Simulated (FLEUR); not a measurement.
# Ni (c factor at fixed volume 1.1 on the database's cell): from one collinear state to anisotropy

Aim: the anisotropy of Ni (c factor at fixed volume 1.1 on the database's cell) from single passes in the potential of one collinear state.

Method: PBE; all-electron FLAPW, Dirac cores, scalar-relativistic bands, in FLEUR MaX-R8.1.

This is a report of a sequence of runs, with most program output left out.

This is not the structure that Ni takes at ambient pressure and room temperature (fcc); it is a model or a phase of other conditions.

**1. The starting structure**

Symmetry: I4/mmm, No. 139, tetragonal system. The conventional cell has a = 2.376 Å, b = 2.376 Å, c = 3.876 Å, α = 90.00°, β = 90.00°, γ = 90.00°. Nearest to Ni lie 12 Ni at 2.38 to 2.56 Å.

The cell is strained on purpose: c factor at fixed volume 1.1 on the database's cell.

**2. Reference state**

The force theorems are single passes in this state's potential, so it has to be converged first.

No symmetry is used, so that later steps may turn the spins freely; k and −k are joined. inpgen writes inp.xml from crystal.txt; cutoffs, mixing, functional, smearing and local orbitals are then set in the file. The k list scf (kpts.xml, not shown) is a Γ-centred 14×14×14 mesh; where the ranks do not divide the number of points, some are split in two of half the weight.

Contents of inp.xml:

```
<?xml version="1.0" encoding="UTF-8" standalone="no"?>
<fleurInput fleurInputVersion="0.39">
   <comment>
      Ni
   </comment>
   <calculationSetup>
      <cutoffs Kmax="3.74" Gmax="11.2" GmaxXC="11.2" numbands="0"/>
      <scfLoop itmax="110" minDistance="0.00002" maxIterBroyd="15" imix="Anderson" alpha="0.05" precondParam="0.0" spinf="2.0" sdNocoIR="T"/>
      <coreElectrons ctail="F" frcor="F" kcrel="0" coretail_lmax="0"/>
      <xcFunctional name="pbe" relativisticCorrections="F"/>
      <magnetism jspins="2" l_noco="F" l_ss="F">
         <qss>0.0 0.0 0.0</qss>
         <mtNocoParams l_mperp="F" l_mtNocoPot="F" l_relaxSQA="F" mag_mixing_scheme="0" mix_RelaxWeightOffD="1.0" l_constrained="F" mix_constr="1.0"/>
         <sourceFreeMag l_sourceFree="F" l_scaleMag="F" mag_scale="1.0"/>
      </magnetism>
      <soc l_soc="F" theta="0.0" phi="0.0" spav="F"/>
      <expertModes spex="0" secvar="F"/>
      <geometryOptimization l_f="F" forcealpha="1.0" forcemix="BFGS" epsdisp="0.00001" epsforce="0.00001"/>
      <ldaU l_linMix="F" mixParam="0.05" spinf="1.0"/>
   </calculationSetup>
   <cell>
      <bzIntegration valenceElectrons="18.0" mode="hist" fermiSmearingEnergy="0.00183747">
         <kPointListSelection listName="scf"/>
         <xi:include xmlns:xi="http://www.w3.org/2001/XInclude" href="kpts.xml"> </xi:include>
      </bzIntegration>
      <xi:include xmlns:xi="http://www.w3.org/2001/XInclude" href="sym.xml"> </xi:include>
      <bulkLattice scale="1.0">
         <bravaisMatrix>
            <row-1>    0.0000000000000000     3.1746248239042729     3.6625320592818107</row-1>
            <row-2>    3.1746248239042729     0.0000000000000000     3.6625320592818107</row-2>
            <row-3>    3.1746248239042729     3.1746248239042729     0.0000000000000000</row-3>
         </bravaisMatrix>
      </bulkLattice>
   </cell>
   <atomSpecies>
      <species name="Nickel (Ni1.000" element="Ni" atomicNumber="28">
         <mtSphere radius="2.19" gridPoints="725" logIncrement="0.017"/>
         <atomicCutoffs lmax="8" lnonsphr="6"/>
         <electronConfig flipSpins="F">
            <coreConfig>(1s1/2) (2s1/2) (2p1/2) (2p3/2)</coreConfig>
            <valenceConfig>(3s1/2) (3p1/2) (3p3/2) (4s1/2) (3d3/2) (3d5/2)</valenceConfig>
            <stateOccupation state="(3d3/2)" spinUp="1.6" spinDown="1.6"/>
            <stateOccupation state="(3d5/2)" spinUp="2.9" spinDown="1.9"/>
         </electronConfig>
         <energyParameters s="4" p="4" d="3" f="4"/>
         <lo type="SCLO" l="0" n="3" eDeriv="0"/>
         <lo type="SCLO" l="1" n="3" eDeriv="0"/>
      </species>
   </atomSpecies>
   <atomGroups>
      <atomGroup species="Nickel (Ni1.000">
         <relPos label="                   1">.0000000000 .0000000000 .0000000000</relPos>
         <force calculate="T" relaxXYZ="TTT"/>
         <nocoParams  alpha="0.0" beta="0.0"/>
      </atomGroup>
   </atomGroups>
   <output dos="F" band="F" slice="F">
      <bandDOS minEnergy="-.5*Htr" maxEnergy="0.5*Htr" sigma="0.015" storeEVData="T"/>
      <plotting iplot="0" polar="F">
         <plot TwoD="T" vec1="  1.0  0.0  0.0" vec2="  0.0  1.0  0.0" vec3="  0.0  0.0  1.0" zero="  0.0  0.0  0.0" file="plot"/>
      </plotting>
      <moessbauerParams electricFieldGradient="F" isomerShift="F" coreHyperfine="F" valenceHyperfine="F"/>
   </output>
</fleurInput>
```

Contents of crystal.txt:

```
Ni
&input film=F cartesian=F /
0.00000000000  1.67993911000  1.93812850000
1.67993911000  0.00000000000  1.93812850000
1.67993911000  1.67993911000  0.00000000000
1.8897261246
1.0 1.0 1.0

1
28 0.00000000000  0.00000000000  0.00000000000 : 1.000

&kpt div1=14 div2=14 div3=14 gamma=T /
```

The run is started by

```bash
$ OMP_NUM_THREADS=1 inpgen -f crystal.txt -nosym -noco > inpgen.log  # inp.xml is then edited as shown
$ OMP_NUM_THREADS=1 mpirun -n 4 fleur_MPI > fleur.log
```

Run time: 82 s. Hardware: 4 MPI ranks of Arm Neoverse V1, shared host; peak memory 0.33 GiB.

This step gave:

```
free energy    : -41383.8391 eV
magnetization  : 0.6368 μB
final state    : ferromagnetic
largest moment : 0.6706 μB
```

After 19 cycles the largest moment stands at 0.671 μB.

**3. Energy against the direction of the moments, rung 1**

Anisotropy is a small difference, so it is taken from sums over occupied states at a frozen potential, where most errors cancel.

One pass with spin–orbit coupling for each direction, from the saved density. Inversion lets half of the mesh serve, which the program's warning doesn't know. The k list mae (kpts.xml, not shown) is a Γ-centred 19×19×19 mesh.

Edit inp.xml of step 2 so:

```diff
@@ -6,4 +6,4 @@
    <calculationSetup>
-      <cutoffs Kmax="3.74" Gmax="11.2" GmaxXC="11.2" numbands="0"/>
-      <scfLoop itmax="110" minDistance="0.00002" maxIterBroyd="15" imix="Anderson" alpha="0.05" precondParam="0.0" spinf="2.0" sdNocoIR="T"/>
+      <cutoffs Kmax="3.74" Gmax="11.2" GmaxXC="11.2" numbands="38"/>
+      <scfLoop itmax="1" minDistance="0.00002" maxIterBroyd="15" imix="Anderson" alpha="0.05" precondParam="0.0" spinf="2.0" sdNocoIR="T"/>
       <coreElectrons ctail="F" frcor="F" kcrel="0" coretail_lmax="0"/>
@@ -15,3 +15,3 @@
       </magnetism>
-      <soc l_soc="F" theta="0.0" phi="0.0" spav="F"/>
+      <soc l_soc="T" theta="0.0" phi="0.0" spav="F"/>
       <expertModes spex="0" secvar="F"/>
@@ -22,3 +22,3 @@
       <bzIntegration valenceElectrons="18.0" mode="hist" fermiSmearingEnergy="0.00183747">
-         <kPointListSelection listName="scf"/>
+         <kPointListSelection listName="mae"/>
          <xi:include xmlns:xi="http://www.w3.org/2001/XInclude" href="kpts.xml"> </xi:include>
@@ -63,2 +63,5 @@
    </output>
+   <forceTheorem>
+      <MAE theta="0.0 1.5707963 1.5707963 0.7853982" phi="0.0 -0.7853982 0.0 -0.7853982"/>
+   </forceTheorem>
 </fleurInput>
```

The run is started by

```bash
$ OMP_NUM_THREADS=1 mpirun -n 4 fleur_MPI -warn_only > fleur.log
```

Wall time 53 s (4 MPI ranks); peak memory 0.9 GiB.

Anisotropy energies, by row:

```
                              axis       x        y       z  band energy less the first axis' (meV a cell)
                             [001]       0        0       1                                              0
                             [100]  0.7071  -0.7071       0                                        -0.1149
                             [110]       1        0       0                                        -0.1112
45 degrees from [001] toward [100]     0.5     -0.5  0.7071                                       -0.05725
```

Indices are those of the standard conventional cell; x, y, z give the same directions in the axes of the input.

**4. Anisotropy by the force theorem, rung 2**

A second rung shows how far the first can be trusted.

The k list mae (kpts.xml, not shown) is a Γ-centred 27×27×27 mesh.

inp.xml is that of step 3.

Wall time 2.5 min (4 MPI ranks); peak memory 2.3 GiB; 10 min of CPU time.

Anisotropy energies, by row:

```
                              axis       x        y       z  band energy less the first axis' (meV a cell)
                             [001]       0        0       1                                              0
                             [100]  0.7071  -0.7071       0                                        -0.1126
                             [110]       1        0       0                                        -0.1105
45 degrees from [001] toward [100]     0.5     -0.5  0.7071                                       -0.05586
```

**5. Spin–orbit coupling, moments along [001]**

Spin–orbit coupling ties the spins to the lattice and lets orbital moments form.

A new self-consistent run of the start ferro +, with the moments along z. The k list default-1 (kpts.xml, not shown) is a Γ-centred 27×27×27 mesh.

Edit inp.xml of step 2 so:

```diff
@@ -6,12 +6,8 @@
    <calculationSetup>
-      <cutoffs Kmax="3.74" Gmax="11.2" GmaxXC="11.2" numbands="0"/>
+      <cutoffs Kmax="3.74" Gmax="11.2" GmaxXC="11.2" numbands="38"/>
       <scfLoop itmax="110" minDistance="0.00002" maxIterBroyd="15" imix="Anderson" alpha="0.05" precondParam="0.0" spinf="2.0" sdNocoIR="T"/>
-      <coreElectrons ctail="F" frcor="F" kcrel="0" coretail_lmax="0"/>
+      <coreElectrons ctail="T" frcor="F" kcrel="0" coretail_lmax="0"/>
       <xcFunctional name="pbe" relativisticCorrections="F"/>
-      <magnetism jspins="2" l_noco="F" l_ss="F">
-         <qss>0.0 0.0 0.0</qss>
-         <mtNocoParams l_mperp="F" l_mtNocoPot="F" l_relaxSQA="F" mag_mixing_scheme="0" mix_RelaxWeightOffD="1.0" l_constrained="F" mix_constr="1.0"/>
-         <sourceFreeMag l_sourceFree="F" l_scaleMag="F" mag_scale="1.0"/>
-      </magnetism>
-      <soc l_soc="F" theta="0.0" phi="0.0" spav="F"/>
+      <magnetism jspins="2"/>
+      <soc l_soc="T" theta="0.0" phi="0.0" spav="F"/>
       <expertModes spex="0" secvar="F"/>
@@ -22,3 +18,3 @@
       <bzIntegration valenceElectrons="18.0" mode="hist" fermiSmearingEnergy="0.00183747">
-         <kPointListSelection listName="scf"/>
+         <kPointListSelection listName="default-1"/>
          <xi:include xmlns:xi="http://www.w3.org/2001/XInclude" href="kpts.xml"> </xi:include>
@@ -53,3 +49,2 @@
          <force calculate="T" relaxXYZ="TTT"/>
-         <nocoParams  alpha="0.0" beta="0.0"/>
       </atomGroup>
```

Edit crystal.txt of step 2 so:

```diff
@@ -11,2 +11,3 @@
 
-&kpt div1=14 div2=14 div3=14 gamma=T /
+&soc 0.0000000 0.0000000 /
+&kpt div1=27 div2=27 div3=27 gamma=T /
```

The run is started by

```bash
$ OMP_NUM_THREADS=1 inpgen -f crystal.txt > inpgen.log  # inp.xml is then edited as shown
$ OMP_NUM_THREADS=1 mpirun -n 4 fleur_MPI > fleur.log
```

Run time: 4 min. Hardware: 4 MPI ranks; peak memory 0.7 GiB.

This step gave:

```
free energy                                                       : -41383.8660 eV
program's band gap on this mesh (in a metal only a level spacing) : 0 eV
magnetization                                                     : 0.6061 μB
final state                                                       : ferromagnetic
largest moment                                                    : 0.6401 μB
orbital moment along the spin                                     : 0.04259 μB
```

Orbital moment in the sphere, along the spin axis by atom:

```
atom  orbital moment in the sphere, along the spin axis (μB)
 Ni1                                                  0.0426
```

**6. What came out**

```yaml
reference_state: ferromagnetic
largest_sphere_moment: 0.671 μB
easy_direction_of_those_tried: the plane normal to [001]
energy_along_100_less_001_force_theorem: -0.113 meV a primitive cell
orbital_moment_on_the_atom_of_largest_spin_along_its_spin_spin_orbit_run: 0.0426 μB
```

What this shows: By the force theorem the moments prefer the plane normal to [001], with no direction in it resolved; shape anisotropy is not in it. The difference for the second direction goes from -0.11 meV (mesh 19×19×19, 38 states, 3.5 min of CPU time) to -0.11 meV (mesh 27×27×27, 38 states, 10 min). On the atom of largest spin the orbital moment is almost quenched. The state was typed, and no other order was converged beside it, so it need not be the ground state.

[Logs and program files are shortened in this print: banners, set-up blocks, solver, clock and traceback lines can be left out without a mark of their own.]

[Logs are printed without paths, hosts, clocks, repeated set-up lines and the standing remarks that a program may print on its own settings, such as how far it seeks lower states.]

[Hosts, paths, dates, database ids (printed as entryN), source tags and the programs' standing remarks are cut or masked in the printed files.]

[Where a cell is said to come from a database of computed structures, the database is the Materials Project.]
